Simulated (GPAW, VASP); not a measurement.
This is a calculation of Ba (Barium) for VASP 6.6.1. 

Contents of INCAR:

```
PREC = Accurate ; ENCUT = 520
EDIFF = 1E-6 ; ISMEAR = 0
SIGMA = 0.1 ; LREAL = F
LASPH = T ; NELM = 100
ALGO = Normal ; ISIF = 2
LWAVE = F ; LCHARG = F
GGA = PE ; NBANDS = 11
```

File KPOINTS:

```
Automatic mesh
0
Gamma
  8 8 8
```

File POSCAR:

```
Ba
1.0
   -2.5065000000      2.5065000000      2.5065000000
    2.5065000000     -2.5065000000      2.5065000000
    2.5065000000      2.5065000000     -2.5065000000
Ba
1
Cartesian
    0.0000000000      0.0000000000      0.0000000000
```

Potentials or basis: VASP PAW PBE potentials, release 64 (Ba_sv).

Launch:

```sh
$ cat potpaw_PBE.64/Ba_sv/POTCAR > POTCAR
$ mpirun -np 1 vasp_std > vasp.out
```

**Question.** Set up the same calculation for GPAW 26.7.0 (ASE script). Potentials or basis there: GPAW PAW data sets (gpaw-data 1.2.1), cutoff 600 eV.

**Answer.** As run (cutoffs and basis follow the program's own potentials, and thresholds, step limits or extra output files can differ):

The input run.py:

```python
from ase.dft.bandgap import bandgap
from ase.io import read, write
from ase.units import GPa
from gpaw import GPAW, PW

atoms = read('Ba.xyz')

calc = GPAW(mode=PW(600),
            xc='PBE',
            kpts={'size': (8, 8, 8), 'gamma': True},
            occupations={'name': 'methfessel-paxton', 'order': 0, 'width': 0.1},
            nbands=12,
            convergence={'density': 1e-05, 'energy': 1e-05},
            maxiter=150,
            txt='gpaw.txt')
atoms.calc = calc
energy = atoms.get_potential_energy()
forces = atoms.get_forces()
stress = atoms.get_stress()
calc.write('gs.gpw')
write('result.traj', atoms)
print(f'Energy: {energy:.6f} eV')
print('Forces (eV/A):')
print(forces.round(4))
print('Stress (GPa):', (stress / GPa).round(3))
print('Fermi level:', round(calc.get_fermi_level(), 4), 'eV')
print(f'Gap: {bandgap(calc)[0]:.4f} eV, direct: {bandgap(calc, direct=True)[0]:.4f} eV')
```

The input Ba.xyz:

```xyz
1
Lattice="-2.5065000000 2.5065000000 2.5065000000 2.5065000000 -2.5065000000 2.5065000000 2.5065000000 2.5065000000 -2.5065000000" Properties=species:S:1:pos:R:3 pbc="T T T"
Ba     0.0000000000      0.0000000000      0.0000000000
```

Potentials or basis: GPAW PAW data sets (gpaw-data 1.2.1), pw.

The run is started by

```bash
$ OMP_NUM_THREADS=1 python run.py
```

Both were run:

|  | VASP | GPAW |
| --- | --- | --- |
| Pressure | 0.0 GPa | 0.0 GPa |

Pressure is positive in compression.
